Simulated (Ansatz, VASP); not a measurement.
ZnO in VASP and in Ansatz

The input INCAR:

```
ALGO = Fast
EDIFF = 1E-7
EDIFFG = -0.002
ENCUT = 600
GGA = PS
IBRION = 2
ISIF = 3
ISMEAR = 0
LASPH = True
LCHARG = False
LREAL = False
LWAVE = False
NELM = 100
NSW = 100
PREC = Accurate
SIGMA = 0.02
```

Contents of KPOINTS:

```
k-points
0
Gamma
  6 6 2
```

The input POSCAR:

```
ZnO
1.0
    3.2500000000      0.0000000000      0.0000000000
   -1.6250000000      2.8145825623      0.0000000000
    0.0000000000      0.0000000000      5.2050000000
Zn O
2 2
Direct
    0.3333333333      0.6666666667      0.0000000000
    0.6666666667      0.3333333333      0.5000000000
    0.3333333333      0.6666666667      0.5000000000
    0.6666666667      0.3333333333      1.0000000000
```

Input for Ansatz:

```yaml
crystal:
  lattice:
    - [3.25, 0.0, 0.0]
    - [-1.625, 2.8145825623, 0.0]
    - [0.0, 0.0, 5.205]
  atoms:
    - { symbol: Zn, position: [0.3333333333, 0.6666666667, 0.0] }
    - { symbol: Zn, position: [0.6666666667, 0.3333333333, 0.5] }
    - { symbol: O, position: [0.3333333333, 0.6666666667, 0.5] }
    - { symbol: O, position: [0.6666666667, 0.3333333333, 1.0] }
basis:
  ecutwfc: 420
kpoints:
  mp_grid: { grid: [6, 6, 2] }
hamiltonian:
  xc: pbesol
  pseudopotentials: { kind: paw, azcp: { folder: soft_1 } }
scf:
  occupations: { method: gaussian, width: 0.02 }
output:
  forces: true
  stress: true
  eigenvalues: true
  write_density: true
  write_potential: true
  elf: true
  volumetric_format: npy
relax:
  adjacent_minimum: "off"
  f_tol: 0.002
  max_steps: 80
  cell: { stress_tol: 0.02 }
```

Measurements of this composition are mostly on another form, of space group No. 186.

Alike in both runs: task relaxation of cell and atoms; functional PBEsol; k mesh 6 × 6 × 2; occupations gaussian, width 0.02 eV; no spin polarisation.

```csv
,VASP,Ansatz
version,VASP 6.6.1,Ansatz 0.2.0
potentials or method,"VASP PAW PBE potentials, release 64 (Zn, O)","scalar-relativistic, plane waves, PAW"
plane-wave cutoff (eV),600,420
valence electrons in the cell,36,36
```

Ansatz gave:

- gap on the k mesh at the Fermi level, each at its own relaxed structure (eV): 0.90
- relaxed volume (Å³/atom): 11.29
- relaxed cell length with the largest relative difference (Å): 3.423
- energy change over the relaxation (meV/atom): -66

**Question.** Which values does VASP return?

**Answer.** gap on the k mesh at the Fermi level, each at its own relaxed structure (eV): 0.86; relaxed volume (Å³/atom): 11.35; relaxed cell length with the largest relative difference (Å): 3.431; energy change over the relaxation (meV/atom): -71.

Ansatz warned: «pseudo_functional_mismatch».

Caveats: the k mesh is coarse (spacing up to 0.60 Å⁻¹), so the values aren't converged; the PAW data sets were made with another functional, which shifts forces and pressure a little (VASP). A k mesh can miss the band edges. Expect the measured gap to be larger: semilocal functionals such as PBEsol lack the derivative discontinuity.
